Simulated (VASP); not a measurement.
# Bi (Im-3m) in VASP: notebook

Runs on Bi. Level: PBE+D3(BJ). Tasks: single point.

Everything below comes from runs of VASP 6.6.1. Logs are shortened: lines on timing, memory, paths and dates and some standing lists are left out, and cuts for length are marked.

## (1) The crystal as given

The structure is cubic, space group Im-3m (No. 229). Conventional cell: a = 3.963 Å, b = 3.963 Å, c = 3.963 Å, α = 90.00°, β = 90.00°, γ = 90.00°. Bi (site symmetry m-3m) is surrounded by 8 Bi at 3.43 Å.

This isn't the form of Bi at room conditions, which is rhombohedral.

## (2) Single point, PBE+D3(BJ)

Contents of INCAR:

```
ALGO = Normal
EDIFF = 1E-6
ENCUT = 520
GGA = PE
ISIF = 2
ISMEAR = 0
IVDW = 12
LASPH = True
LCHARG = True
LELF = True
LREAL = False
LVHAR = True
LWAVE = False
NBANDS = 14
NELM = 60
PREC = Accurate
SIGMA = 0.1
```

Contents of KPOINTS:

```
k-points
0
Gamma
  6 6 6
```

Contents of POSCAR:

```
Bi
1.0
   -1.9814305318      1.9814305318      1.9814305318
    1.9814305318     -1.9814305318      1.9814305318
    1.9814305318      1.9814305318     -1.9814305318
Bi
1
Direct
    0.0000000000      0.0000000000      0.0000000000
```

Potentials or basis: VASP PAW PBE potentials, release 64 (Bi_d).

The run is started by

```sh
> cat potpaw_PBE.64/Bi_d/POTCAR > POTCAR
> mpirun -np 1 vasp_std > vasp.out
```

OUTCAR:

```text
EDIFF = 1E-6
   ENCUT = 520
   GGA = PE
   ISIF = 2
   ISMEAR = 0
   IVDW = 12
   LASPH = True
   LREAL = False
   NELM = 60
   PREC = Accurate
 IVDW          = 12

 ion  position               nearest neighbor table
   1  0.000  0.000  0.000-

  LATTYP: Found a body centered cubic cell.
 ALAT       =     3.9628610636

  Lattice vectors:

 A1 = (  -1.9814305318,   1.9814305318,   1.9814305318)
 A2 = (   1.9814305318,  -1.9814305318,   1.9814305318)
 A3 = (   1.9814305318,   1.9814305318,  -1.9814305318)

Analysis of symmetry for initial positions (statically):
=====================================================================
 Subroutine PRICEL returns:
 Original cell was already a primitive cell.

 Routine SETGRP: Setting up the symmetry group for a
 body centered cubic supercell.

 Subroutine GETGRP returns: Found 48 space group operations
 (whereof 48 operations were pure point group operations)
 out of a pool of 48 trial point group operations.

The static configuration has the point symmetry O_h .

Analysis of symmetry for dynamics (positions and initial velocities):
=====================================================================
 Subroutine PRICEL returns:
 Original cell was already a primitive cell.

 Routine SETGRP: Setting up the symmetry group for a
 body centered cubic supercell.

 Subroutine GETGRP returns: Found 48 space group operations
 (whereof 48 operations were pure point group operations)
 out of a pool of 48 trial point group operations.

The dynamic configuration has the point symmetry O_h .

 Subroutine INISYM returns: Found 48 space group operations
 (whereof 48 operations are pure point group operations),
 and found     1 'primitive' translations

----------------------------------------------------------------------------------------

                                     Primitive cell

  volume of cell :      31.1169

  direct lattice vectors                    reciprocal lattice vectors
    -1.981430532  1.981430532  1.981430532     0.000000000  0.252342937  0.252342937
     1.981430532 -1.981430532  1.981430532     0.252342937  0.000000000  0.252342937
     1.981430532  1.981430532 -1.981430532     0.252342937  0.252342937  0.000000000

  length of vectors
     3.431938353  3.431938353  3.431938353     0.356866804  0.356866804  0.356866804

  position of ions in fractional coordinates (direct lattice)
     0.000000000  0.000000000  0.000000000

  ion indices of the primitive-cell ions
   primitive index   ion index
                 1           1

----------------------------------------------------------------------------------------

 KPOINTS: k-points

Automatic generation of k-mesh.
 Grid dimensions read from file:
 generate k-points for:    6    6    6

 Generating k-lattice:

  Cartesian coordinates                     Fractional coordinates (reciprocal lattice)
     0.000000000  0.042057156  0.042057156     0.166666667  0.000000000  0.000000000
     0.042057156  0.000000000  0.042057156     0.000000000  0.166666667  0.000000000
     0.042057156  0.042057156  0.000000000     0.000000000  0.000000000  0.166666667

  Length of vectors
     0.059477801  0.059477801  0.059477801

  Shift w.r.t. Gamma in fractional coordinates (k-lattice)
     0.000000000  0.000000000  0.000000000

 Subroutine IBZKPT returns following result:
 ===========================================

 Found     16 irreducible k-points:

 Following reciprocal coordinates:
            Coordinates               Weight
  0.000000  0.000000  0.000000      1.000000
  0.166667  0.000000  0.000000     12.000000
  0.333333  0.000000  0.000000     12.000000
  0.500000  0.000000  0.000000      6.000000
  0.166667  0.166667  0.000000     24.000000
  0.333333  0.166667 -0.000000     48.000000
[... 8 lines left out ...]
  0.500000  0.500000  0.333333     12.000000
  0.500000  0.500000  0.500000      1.000000
   k-points           NKPTS =     16   k-points in BZ     NKDIM =     16   number of bands    NBANDS=     14
   number of dos      NEDOS =    301   number of ions     NIONS =      1
   total plane-waves  NPLWV =  21952
   dimension x,y,z NGX =    28 NGY =   28 NGZ =   28
   dimension x,y,z NGXF=    56 NGYF=   56 NGZF=   56
   ions per type =               1
   NGX,Y,Z   is equivalent  to a cutoff of  13.56, 13.56, 13.56 a.u.
   NGXF,Y,Z  is equivalent  to a cutoff of  27.13, 27.13, 27.13 a.u.
 SYSTEM =  unknown system
   PREC   = accura    normal or accurate (medium, high low for compatibility)
   ISTART =      0    job   : 0-new  1-cont  2-samecut
   ICHARG =      2    charge: 1-file 2-atom 10-const
   ISPIN  =      1    spin polarized calculation?
   LNONCOLLINEAR =      F non collinear calculations
   LSORBIT =      F    spin-orbit coupling
   LASPH  =      T    aspherical Exc in radial PAW
   ENCUT  =  520.0 eV  38.22 Ry    6.18 a.u.   6.38  6.38  6.38*2*pi/ulx,y,z
   NELM   =     60;   NELMIN=  2; NELMDL= -5     # of ELM steps
   EDIFF  = 0.1E-05   stopping-criterion for ELM
   LREAL  =      F    real-space projection
   EDIFFG = 0.1E-04   stopping-criterion for IOM
   NSW    =      0    number of steps for IOM
   IBRION =     -1    ionic relax: 0-MD 1-quasi-New 2-CG
   NFREE  =      0    steps in history (QN), initial steepest desc. (CG)
   ISIF   =      2    stress and relaxation
   ISYM   =      2    0-nonsym 1-usesym 2-fastsym
   POTIM  = 0.5000    time-step for ionic-motion
   TEBEG  =    0.0;   TEEND  =   0.0 temperature during run
   PSTRESS=    0.0 pullay stress
   NELECT =      15.0000    total number of electrons
   NUPDOWN=      -1.0000    fix difference up-down
   EMIN   =  10.00;   EMAX   =-10.00  energy-range for DOS
   EFERMI =   0.00;   METHOD = LEGACY
   ISMEAR =     0;   SIGMA  =   0.10  broadening in eV -4-tet -1-fermi 0-gaus
   EFERMI_NEDOS =   21; number of points for ismear=-14 and -15
   IALGO  =     38    algorithm
   IMIX   =      4    mixing-type and parameters
     AMIX     =   0.40;   BMIX     =  1.00
     AMIX_MAG =   1.60;   BMIX_MAG =  1.00
  volume/ion in A,a.u.               =      31.12       209.99
  Fermi-wavevector in a.u.,A,eV,Ry     =   1.283630  2.425708 22.418388  1.647705
  Thomas-Fermi vector in A             =   2.415871
   LORBIT       =      0    0 simple, 1 ext, 2 COOP (PROOUT), +10 PAW based schemes
   GGA     = PE    functional components
   LHFCALC =     F    Hartree Fock is set to
   AEXX    =    0.0000 exact exchange contribution
   IVDW    =    12    specifies the selected vdW correction
   LEPSILON=     F    determine dielectric tensor
   LRPA    =     F    only Hartree local field effects (RPA)
 non-spin polarized calculation
 Gauss-broadening in eV      SIGMA  =   0.10
  energy-cutoff  :      520.00
  volume of cell :       31.12
 maximum number of plane-waves:       887
 NGX is ok and might be reduce to    28
   NGX = 13   NGY = 13   NGZ = 13

 number of electron      14.9999994 magnetization

 Free energy of the ion-electron system (eV)
  ---------------------------------------------------
  ext. energy  EPLUGINS =         0.00000000
  ---------------------------------------------------
  free energy    TOTEN  =        -3.73777834 eV

  energy without entropy =       -3.72530717  energy(sigma->0) =       -3.73154275

 E-fermi :   7.6032     XC(G=0): -10.2913

 val. band max:        7.5621001430   @ k =   0.3333   0.1667   0.1667
 cond. band min:       8.0517279663   @ k =   0.1667   0.1667   0.1667
 fundamental gap:      0.4896278234
 Fermi energy:         7.6032319776

 k-point     1 :       0.0000    0.0000    0.0000
  band No.  band energies     occupation
      1     -15.1136      2.00000
      2     -15.1136      2.00000
      3     -15.1136      2.00000
      4     -14.9853      2.00000
      5     -14.9853      2.00000
      6      -5.5992      2.00000
      7      13.0415      0.00000
      8      13.0415      0.00000
      9      13.0415      0.00000
     10      17.0518      0.00000
     11      18.3964      0.00000
     12      18.3964      0.00000
     13      18.3964      0.00000
     14      19.6002      0.00000

 k-point     2 :       0.1667    0.0000    0.0000
  band No.  band energies     occupation
      1     -15.1234      2.00000
      2     -15.0977      2.00000
      3     -15.0617      2.00000
      4     -14.9958      2.00000
      5     -14.9871      2.00000
      6      -5.0974      2.00000
      7       9.4728      0.00000
      8      11.8029      0.00000
      9      12.6058      0.00000
     10      15.9327      0.00000
     11      16.9560      0.00000
     12      18.1277      0.00000
     13      19.3461      0.00000
     14      21.4823      0.00000

 k-point     3 :       0.3333    0.0000    0.0000
  band No.  band energies     occupation
      1     -15.1432      2.00000
      2     -15.0842      2.00000
      3     -15.0008      2.00000
      4     -14.9909      2.00000
      5     -14.9559      2.00000
      6      -3.7152      2.00000
      7       5.0822      2.00000
      8      10.1441      0.00000
      9      11.7620      0.00000
     10      14.3734      0.00000
     11      15.8496      0.00000
     12      19.1267      0.00000
     13      20.6297      0.00000
     14      24.8976      0.00000
[... 188 lines left out ...]
 k-point    15 :       0.5000    0.5000    0.3333
  band No.  band energies     occupation
      1     -15.1027      2.00000
      2     -15.0921      2.00000
      3     -14.9806      2.00000
      4     -14.9515      2.00000
      5     -14.9166      2.00000
      6      -1.1544      2.00000
      7       4.9070      2.00000
      8       6.7244      2.00000
      9       7.2680      2.00000
     10      12.6352      0.00000
     11      13.5622      0.00000
     12      21.2546      0.00000
     13      21.6138      0.00000
     14      24.8608      0.00000

 k-point    16 :       0.5000    0.5000    0.5000
  band No.  band energies     occupation
      1     -15.1244      2.00000
      2     -15.1244      2.00000
      3     -14.9215      2.00000
      4     -14.9215      2.00000
      5     -14.9215      2.00000
      6      -0.4410      2.00000
      7       6.1177      2.00000
      8       6.1177      2.00000
      9       6.1177      2.00000
     10      11.4512      0.00000
     11      11.4512      0.00000
     12      23.2681      0.00000
     13      25.5441      0.00000
     14      25.5441      0.00000

------------------------ aborting loop because EDIFF is reached ----------------------------------------

 Edisp (eV)   -0.50665

 E8    (eV) :    -0.2491

  FORCE on cell =-STRESS in cart. coord.  units (eV):
  Direction    XX          YY          ZZ          XY          YZ          ZX
  --------------------------------------------------------------------------------------
  -------------------------------------------------------------------------------------
  Total      -0.30574    -0.30574    -0.30574     0.00000    -0.00000     0.00000
  in kB     -15.74223   -15.74223   -15.74223     0.00000    -0.00000     0.00000
  external pressure =      -15.74 kB  Pullay stress =        0.00 kB

 VOLUME and BASIS-vectors are now :
 -----------------------------------------------------------------------------
  energy-cutoff  :      520.00
  volume of cell :       31.12
      direct lattice vectors                 reciprocal lattice vectors
    -1.981430532  1.981430532  1.981430532     0.000000000  0.252342937  0.252342937
     1.981430532 -1.981430532  1.981430532     0.252342937  0.000000000  0.252342937
     1.981430532  1.981430532 -1.981430532     0.252342937  0.252342937  0.000000000

 POSITION                                       TOTAL-FORCE (eV/Angst)
 -----------------------------------------------------------------------------------
      0.00000      0.00000      0.00000         0.000000      0.000000      0.000000
 -----------------------------------------------------------------------------------
    total drift:                               -0.000000     -0.000000     -0.000000

  FREE ENERGIE OF THE ION-ELECTRON SYSTEM (eV)
  ---------------------------------------------------
  free  energy   TOTEN  =        -4.2444242565 eV

  energy  without entropy=       -4.2319530867  energy(sigma->0) =       -4.23818867
```

Wall time 14 s (1 thread of Intel Xeon Platinum 8375C at 2.90GHz (Ice Lake), shared host); peak memory 0.15 GiB.

What came out:

```yaml
Free_energy: -4.2444 eV
Pressure: -1.6 GPa
Band_gap_on_the_k_mesh: none (metal or under the smearing width)
Dispersion_energy_per_atom: -0.507 eV
```

Caveat: the k mesh is coarse (spacing up to 0.37 Å⁻¹), so the values aren't converged; spin-orbit coupling is left out, which moves the levels of the heavy elements; pairwise dispersion overbinds metals, which lowers pressure and volume.

## (3) Single point, PBE+D3(BJ)

This run uses another cell than the first one, of 31.00 Å³/atom, 0.996 times its volume.

Contents of INCAR:

```
SYSTEM = Bi
ALGO = Normal ; EDIFF = 1E-6
ENCUT = 520 ; GGA = PE
ISIF = 2 ; ISMEAR = 0
IVDW = 12 ; LASPH = .True.
LCHARG = .True. ; LELF = .True.
LREAL = .False. ; LVHAR = .True.
LWAVE = .False. ; NBANDS = 14
NELM = 100 ; PREC = Accurate
SIGMA = 0.1
```

Contents of KPOINTS:

```
k-points
0
Gamma
  16 16 16
  0 0 0
```

Contents of POSCAR:

```
Bi
1.0
   -1.9788709222      1.9788709222      1.9788709222
    1.9788709222     -1.9788709222      1.9788709222
    1.9788709222      1.9788709222     -1.9788709222
Bi
1
Direct
    0.0000000000      0.0000000000      0.0000000000
```

Potentials or basis: VASP PAW PBE potentials, release 64 (Bi_d).

The run is started by

```sh
> cat potpaw_PBE.64/Bi_d/POTCAR > POTCAR
> mpirun -np 1 vasp_std > vasp.out
```

Wall time 85 s (1 thread of Intel Xeon Platinum 8375C at 2.90GHz (Ice Lake), shared host); peak memory 0.2 GiB.

It converged, with:

* Free energy: -4.2628 eV
* Pressure: -1.6 GPa
* Band gap on the k mesh: none (metal or under the smearing width)
* Dispersion energy per atom: -0.509 eV

Levels at points of the mesh, in eV from the Fermi level:
| k point | band 3 | band 4 | band 5 | band 6 | band 7 | band 8 | band 9 | band 10 | band 11 | band 12 |
| --- | --- | --- | --- | --- | --- | --- | --- | --- | --- | --- |
| (0.00, 0.00, 0.00) | -23.03 | -22.90 | -22.90 | -13.53 | 5.17 | 5.17 | 5.17 | 9.20 | 10.49 | 10.49 |
| (0.50, 0.00, 0.00) | -22.90 | -22.90 | -22.81 | -10.46 | -5.08 | 1.60 | 3.49 | 6.00 | 7.59 | 12.43 |
| (0.50, 0.50, 0.50) | -22.83 | -22.83 | -22.83 | -8.33 | -1.79 | -1.79 | -1.79 | 3.54 | 3.54 | 15.38 |

Caveat: spin-orbit coupling is left out, which moves the levels of the heavy elements; pairwise dispersion overbinds metals, which lowers pressure and volume.
